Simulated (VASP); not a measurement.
All values below come from optB88-vdW, VASP's PBE PAW potentials (set 64) (plane waves; VASP).

The input files of a VASP run:

POSCAR:
```
ZrO2
1
    0.0000000000     2.5555423325     2.5555423325
    2.5555423325     0.0000000000     2.5555423325
    2.5555423325     2.5555423325     0.0000000000
Zr O
1 2
Direct
  0.0000000000   0.0000000000   0.0000000000
  0.2500000000   0.2500000000   0.2500000000
  0.7500000000   0.7500000000   0.7500000000
```

### KPOINTS
```
k-points along high-symmetry lines
15
Line-mode
Reciprocal
  0.000000   0.000000   0.000000 ! GAMMA
  0.500000   0.000000   0.500000 ! X

  0.500000   0.000000   0.500000 ! X
  0.625000   0.250000   0.625000 ! U

  0.375000   0.375000   0.750000 ! K
  0.000000   0.000000   0.000000 ! GAMMA

  0.000000   0.000000   0.000000 ! GAMMA
  0.500000   0.500000   0.500000 ! L

  0.500000   0.500000   0.500000 ! L
  0.500000   0.250000   0.750000 ! W

  0.500000   0.250000   0.750000 ! W
  0.500000   0.000000   0.500000 ! X
```

### INCAR
```
! general
SYSTEM   = ZrO2
PREC     = Accurate
ENCUT    = 520   ! plane-wave cut-off (eV)
LREAL    = .False.   ! projection in real space or not
LASPH    = .True.   ! aspherical one-centre terms
ICHARG   = 11

! electronic loop
EDIFF    = 1E-7
NELM     = 100
ALGO     = Normal   ! blocked Davidson
LMAXMIX  = 4   ! l cut-off of mixed one-centre charges

! smearing
ISMEAR   = 0
SIGMA    = 0.05

! functional
GGA      = BO
LUSE_VDW = .True.
AGGAC    = 0.0
PARAM1   = 0.1833333333
PARAM2   = 0.22

! output
LWAVE    = .False.
LCHARG   = .False.
LORBIT   = 11
```

POTCAR, in this order: Zr_sv O (PBE.64 set). Program: vasp_std. Read from the step before: CHGCAR.

The run wrote:

OSZICAR:
```
       N       E                     dE             d eps       ncg     rms          rms(c)
DAV:   1     0.192441398336E+03    0.19244E+03   -0.14629E+04  2880   0.154E+03
DAV:   2    -0.146253961046E+02   -0.20707E+03   -0.20378E+03  3848   0.383E+02
DAV:   3    -0.225576616605E+02   -0.79323E+01   -0.79218E+01  4296   0.724E+01
DAV:   4    -0.227649339161E+02   -0.20727E+00   -0.20724E+00  3952   0.890E+00
DAV:   5    -0.227682046043E+02   -0.32707E-02   -0.32707E-02  3896   0.902E-01
DAV:   6    -0.227682424081E+02   -0.37804E-04   -0.37804E-04  3792   0.923E-02
DAV:   7    -0.227682428819E+02   -0.47377E-06   -0.47378E-06  4168   0.918E-03
DAV:   8    -0.227682428866E+02   -0.47348E-08   -0.47476E-08  3040   0.979E-04
   1 F= -.22768243E+02 E0= -.22768243E+02  d E =-.135700E-19
```

**OUTCAR**
```
 val. band max:        6.8891681662   @ k =   0.5000   0.0000   0.5000

 cond. band min:      10.2351277216   @ k =   0.0000   0.0000   0.0000



 k-point     1 :       0.0000    0.0000    0.0000
  band No.  band energies     occupation
      1     -41.3058      2.00000
      2     -19.1098      2.00000
      3     -19.1098      2.00000
      4     -19.1098      2.00000
      5     -11.1412      2.00000
      6      -8.6262      2.00000
      7       1.7838      2.00000
      8       1.7838      2.00000
      9       1.7838      2.00000
     10       6.3612      2.00000
     11       6.3612      2.00000
     12       6.3612      2.00000
     13      10.2351      0.00000
     14      10.2351      0.00000
     15      13.4463      0.00000
     16      16.0919      0.00000

 k-point     2 :       0.0357    0.0000    0.0357
  band No.  band energies     occupation
      1     -41.3051      2.00000
      2     -19.1198      2.00000
      3     -19.1119      2.00000
      4     -19.1119      2.00000
      5     -11.1172      2.00000
      6      -8.6446      2.00000
      7       1.7983      2.00000
      8       1.7983      2.00000
      9       1.8346      2.00000
     10       6.2434      2.00000
     11       6.3652      2.00000
     12       6.3652      2.00000
     13      10.2490      0.00000
     14      10.2896      0.00000
     15      13.5097      0.00000
     16      16.0451      0.00000

 k-point     3 :       0.0714    0.0000    0.0714
  band No.  band energies     occupation
      1     -41.3030      2.00000
      2     -19.1488      2.00000
      3     -19.1179      2.00000
      4     -19.1179      2.00000
      5     -11.0464      2.00000
      6      -8.6979      2.00000
      7       1.8418      2.00000
      8       1.8418      2.00000
      9       1.9853      2.00000
     10       5.9212      2.00000
     11       6.3758      2.00000
     12       6.3758      2.00000
     13      10.2901      0.00000
     14      10.4280      0.00000
...
```

The density is held fixed in this step, so its total energy and stress have no physical meaning.

The compound is ZrO2 in the fluorite structure, the high-temperature cubic form, which is unstable at 0 K; the monoclinic form is the stable one. It was relaxed first.
